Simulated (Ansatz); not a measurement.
AlAs: computed DOS

Space group F-43m (No. 216). a = 5.661 Å, b = 5.661 Å, c = 5.661 Å, α = 90.00°, β = 90.00°, γ = 90.00°
```tsv
atom	site	symmetry	x	y	z
Al	4a	-43m	0.0000	0.0000	0.0000
As	4c	-43m	0.2500	0.2500	0.2500
```

The runs use the primitive cell with vectors (0.000, 2.830, 2.830), (2.830, 0.000, 2.830), (2.830, 2.830, 0.000) Å, to which the k mesh refers.

The cell is COD entry 1540257, as deposited and not checked against the literature; nothing was relaxed.

Theory: DFT, PBE, all-electron LAPW, scalar-relativistic in Ansatz 0.2.0.

The runs use a Γ-centred 11×11×11 k mesh, Fermi–Dirac smearing of 0.05 eV, basis error target 1 meV/atom, no spin polarisation.

States per eV and cell, averaged over 0.4 eV, from -11.8 to 4.0 eV, with energies (bin centres) from the valence-band top; empty bins are left out. The partial columns, the largest 4 alone, are projections on Löwdin-orthogonalised atomic shells (those that the program's projection atoms carry: the occupied ones and, for some elements, an empty d or f shell; other empty shells have no column), summed over atoms of an element. Weights on diffuse s and p shells depend on that basis and aren't pure angular character.

```json
{"E (eV)": "-11.7", "total": "0.15", "As 4p": "0.00", "Al 3p": "0.02", "As 4s": "0.08", "Al 3s": "0.04"}
{"E (eV)": "-11.3", "total": "0.43", "As 4p": "0.01", "Al 3p": "0.08", "As 4s": "0.24", "Al 3s": "0.10"}
{"E (eV)": "-10.9", "total": "0.71", "As 4p": "0.02", "Al 3p": "0.15", "As 4s": "0.41", "Al 3s": "0.12"}
{"E (eV)": "-10.5", "total": "1.37", "As 4p": "0.03", "Al 3p": "0.31", "As 4s": "0.87", "Al 3s": "0.16"}
{"E (eV)": "-10.1", "total": "2.02", "As 4p": "0.02", "Al 3p": "0.49", "As 4s": "1.40", "Al 3s": "0.10"}
{"E (eV)": "-9.7", "total": "0.33", "As 4p": "0.00", "Al 3p": "0.09", "As 4s": "0.24", "Al 3s": "0.00"}
{"E (eV)": "-5.3", "total": "0.95", "As 4p": "0.51", "Al 3p": "0.10", "As 4s": "0.01", "Al 3s": "0.32"}
{"E (eV)": "-4.9", "total": "2.07", "As 4p": "1.09", "Al 3p": "0.16", "As 4s": "0.06", "Al 3s": "0.74"}
{"E (eV)": "-4.5", "total": "0.65", "As 4p": "0.35", "Al 3p": "0.07", "As 4s": "0.05", "Al 3s": "0.18"}
{"E (eV)": "-4.1", "total": "0.40", "As 4p": "0.22", "Al 3p": "0.04", "As 4s": "0.04", "Al 3s": "0.10"}
{"E (eV)": "-3.7", "total": "0.28", "As 4p": "0.15", "Al 3p": "0.03", "As 4s": "0.03", "Al 3s": "0.06"}
{"E (eV)": "-3.3", "total": "0.81", "As 4p": "0.48", "Al 3p": "0.23", "As 4s": "0.03", "Al 3s": "0.05"}
{"E (eV)": "-2.9", "total": "1.17", "As 4p": "0.71", "Al 3p": "0.35", "As 4s": "0.03", "Al 3s": "0.07"}
{"E (eV)": "-2.5", "total": "1.18", "As 4p": "0.73", "Al 3p": "0.35", "As 4s": "0.03", "Al 3s": "0.07"}
{"E (eV)": "-2.1", "total": "1.70", "As 4p": "1.08", "Al 3p": "0.52", "As 4s": "0.02", "Al 3s": "0.06"}
{"E (eV)": "-1.7", "total": "1.69", "As 4p": "1.13", "Al 3p": "0.49", "As 4s": "0.02", "Al 3s": "0.05"}
{"E (eV)": "-1.3", "total": "1.64", "As 4p": "1.15", "Al 3p": "0.43", "As 4s": "0.01", "Al 3s": "0.03"}
{"E (eV)": "-0.9", "total": "1.50", "As 4p": "1.12", "Al 3p": "0.34", "As 4s": "0.01", "Al 3s": "0.02"}
{"E (eV)": "-0.5", "total": "0.75", "As 4p": "0.59", "Al 3p": "0.13", "As 4s": "0.00", "Al 3s": "0.01"}
{"E (eV)": "-0.1", "total": "0.23", "As 4p": "0.19", "Al 3p": "0.03", "As 4s": "0.00", "Al 3s": "0.00"}
{"E (eV)": "1.5", "total": "0.02", "As 4p": "0.00", "Al 3p": "0.01", "As 4s": "0.00", "Al 3s": "0.00"}
{"E (eV)": "1.9", "total": "0.18", "As 4p": "0.01", "Al 3p": "0.10", "As 4s": "0.03", "Al 3s": "0.01"}
{"E (eV)": "2.3", "total": "0.41", "As 4p": "0.04", "Al 3p": "0.21", "As 4s": "0.06", "Al 3s": "0.05"}
{"E (eV)": "2.7", "total": "0.95", "As 4p": "0.14", "Al 3p": "0.37", "As 4s": "0.12", "Al 3s": "0.19"}
{"E (eV)": "3.1", "total": "1.83", "As 4p": "0.31", "Al 3p": "0.66", "As 4s": "0.23", "Al 3s": "0.41"}
{"E (eV)": "3.5", "total": "1.64", "As 4p": "0.34", "Al 3p": "0.57", "As 4s": "0.15", "Al 3s": "0.35"}
{"E (eV)": "3.9", "total": "0.85", "As 4p": "0.21", "Al 3p": "0.24", "As 4s": "0.06", "Al 3s": "0.16"}
```

Task: Which of the resolved shells contributes most in the top eV of the valence band?

Result: As 4p, with 79 % of all states there; Al 3p follows with 19 %.
